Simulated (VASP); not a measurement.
## ZnS: band structure with PBE

**What was measured.**

From “Electronic, vibrational, and thermodynamic properties of ZnS (zincblende and rocksalt structure)”, 2009, arxiv:0911.5022, for a bulk crystal of ZnS at 19 K: band gap 3.85 eV (direct).

The system is ZnS.

```
CELL_PARAMETERS angstrom
0.00000 2.70200 2.70200
2.70200 0.00000 2.70200
2.70200 2.70200 0.00000
ATOMIC_POSITIONS crystal
Zn 0.75000 0.75000 0.75000
S 0.00000 0.00000 0.00000
```

| Property | Result |
| --- | --- |
| Program | VASP 6.6.1 |
| Task | band structure |
| Functional | PBE |
| Potentials or basis | VASP PAW PBE potentials, release 54 (Zn, S) |
| Cutoff | 500 eV |
| k mesh | 9 × 9 × 9 |
| Occupations | fermi-dirac, width 0.05 eV |
| Spin | no spin polarisation |
| Further INCAR settings | ALGO = Normal; EDIFF = 1e-06 |

```yaml
Pressure: 1.8 GPa
Band_gap_on_the_k_mesh: 2.11 eV, direct
Band_gap_along_the_path: 2.11 eV, direct
```

Levels at the corners of the path, in eV from the valence-band top:
| point | band 6 | band 7 | band 8 | band 9 | band 10 | band 11 | band 12 | band 13 |
| --- | --- | --- | --- | --- | --- | --- | --- | --- |
| Γ | -5.84 | 0.00 | 0.00 | 0.00 | 2.11 | 6.40 | 6.40 | 6.40 |
| X | -5.62 | -4.56 | -2.22 | -2.22 | 3.41 | 4.07 | 10.98 | 11.97 |
| X | -5.62 | -4.56 | -2.22 | -2.22 | 3.41 | 4.07 | 10.98 | 11.97 |
| W | -5.44 | -4.59 | -2.75 | -2.71 | 5.70 | 6.04 | 7.88 | 8.24 |
| W | -5.44 | -4.59 | -2.75 | -2.71 | 5.70 | 6.04 | 7.88 | 8.24 |
| K | -5.49 | -4.62 | -3.11 | -1.80 | 4.13 | 5.97 | 9.40 | 9.79 |
| K | -5.49 | -4.62 | -3.11 | -1.80 | 4.13 | 5.97 | 9.40 | 9.79 |
| Γ | -5.84 | 0.00 | 0.00 | 0.00 | 2.11 | 6.40 | 6.40 | 6.40 |
| Γ | -5.84 | 0.00 | 0.00 | 0.00 | 2.11 | 6.40 | 6.40 | 6.40 |
| L | -5.64 | -5.29 | -0.87 | -0.87 | 3.31 | 6.93 | 6.93 | 8.88 |
| L | -5.64 | -5.29 | -0.87 | -0.87 | 3.31 | 6.93 | 6.93 | 8.88 |
| U | -5.49 | -4.62 | -3.11 | -1.80 | 4.13 | 5.97 | 9.40 | 9.79 |
| U | -5.49 | -4.62 | -3.11 | -1.80 | 4.13 | 5.97 | 9.40 | 9.79 |
| W | -5.44 | -4.59 | -2.75 | -2.71 | 5.70 | 6.04 | 7.88 | 8.24 |
| W | -5.44 | -4.59 | -2.75 | -2.71 | 5.70 | 6.04 | 7.88 | 8.24 |
| L | -5.64 | -5.29 | -0.87 | -0.87 | 3.31 | 6.93 | 6.93 | 8.88 |
| L | -5.64 | -5.29 | -0.87 | -0.87 | 3.31 | 6.93 | 6.93 | 8.88 |
| K | -5.49 | -4.62 | -3.11 | -1.80 | 4.13 | 5.97 | 9.40 | 9.79 |
| U | -5.49 | -4.62 | -3.11 | -1.80 | 4.13 | 5.97 | 9.40 | 9.79 |
| X | -5.62 | -4.56 | -2.22 | -2.22 | 3.41 | 4.07 | 10.98 | 11.97 |

It took 37 s on 1 thread of Intel(R) Xeon(R) Platinum 8375C CPU @ 2.90GHz (Ice Lake), on a shared host, peak memory 0.17 GiB.

Measured gap of ZnS: 3.85 eV (direct; 19 K; quoted in “Electronic, vibrational, and thermodynamic properties of ZnS (zincblende and rocksalt structure)”, 2009, arxiv:0911.5022). This calculation gives 2.11 eV (-1.74 eV). The value is that of PBE, without temperature or zero-point motion. Semilocal functionals fall short of measured gaps as a rule.
